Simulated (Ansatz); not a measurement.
# MnS (F-43m): which magnetic order lies lowest

The task here is to estimate one member of a computed series from the others.

Program: Ansatz 0.2.0. Level of theory: DFT PBE, scalar-relativistic, plane waves, PAW. These are calculated values, not measurements.

## The system as given

It takes space group F-43m (No. 216, cubic). The conventional cell has a = 5.645 Å, b = 5.645 Å, c = 5.645 Å, α = 90.00°, β = 90.00°, γ = 90.00°. Mn (site symmetry -43m) has 4 S at 2.44 Å as nearest neighbours. S (site symmetry -43m) has 4 Mn at 2.44 Å as nearest neighbours.

Coordinates:

```
CELL_PARAMETERS angstrom
0.00000 2.82232 2.82232
2.82232 0.00000 2.82232
2.82232 2.82232 0.00000
ATOMIC_POSITIONS crystal
Mn 0.00000 0.00000 0.00000
S 0.25000 0.25000 0.25000
```

This cell comes from an earlier session at PBE: 22.481 Å³/atom at 0.01 GPa, on a 10×10×10 mesh.

The first run:

Input file input.yaml:

```yaml
crystal:
  lattice:
    - [0.0, 2.822324845, -2.822324845]
    - [0.0, 2.822324845, 2.822324845]
    - [5.64464969, 0.0, 0.0]
  atoms:
    - { symbol: Mn, position: [0.0, 0.0, 0.0], spin: 5.0 }
    - { symbol: S, position: [0.0, 0.5, 0.25] }
    - { symbol: Mn, position: [0.5, 0.5, 0.5], spin: 5.0 }
    - { symbol: S, position: [0.5, 1.0, 0.75] }
basis:
  ecutwfc: 420
  ecutrho_ratio: 4
kpoints:
  mp_grid: { grid: [8, 8, 6] }
hamiltonian:
  xc: pbe
scf:
  occupations: { method: gaussian, width: 0.05 }
  lower_state_search: "off"
output:
  forces: true
  stress: true
  eigenvalues: true
  populations: true
magnetization:
  spin_polarized: true
```

On the command line:

```sh
$ ansatz run input.yaml --threads 2 --pin off --max-ram 5120MiB --backend cpu --events-out ev --progress --plain --runs-dir out
```

Steps of the session up to this table: Ferromagnetic, larger cell; Antiferromagnetic, propagation vector (1, 0, 0); Antiferromagnetic, propagation vector (1/2, 1/2, 1/2); No spin polarisation.

One table of the session follows, with a row left open; its other results are not shown here.

```
                                                order  above the lowest (meV/atom)  largest moment (μB)  pressure (GPa)  gap on the mesh (eV)
                                        ferromagnetic                        135.2                 4.21             0.0                  0.00
      antiferromagnetic, propagation vector (1, 0, 0)                            ?                    ?               ?                     ?
antiferromagnetic, propagation vector (1/2, 1/2, 1/2)                         29.6                 4.06            -3.3                  0.90
                                 no spin polarisation                        998.7                 0.00           -21.3                  0.00
```

Q: Estimate the row for antiferromagnetic, propagation vector (1, 0, 0) from the others.

**Answer.** above the lowest (meV/atom): 0.0; largest moment (μB): 4.02; pressure (GPa): -4.1; gap on the mesh (eV): 1.43. In the column «above the lowest (meV/atom)» it is the lowest.

The first row is the run of the earlier session that started with parallel moments (-2400.9242 eV/atom).

Limits of these values: Only these orders were tried, at zero temperature; the one found in experiment may not be among them.
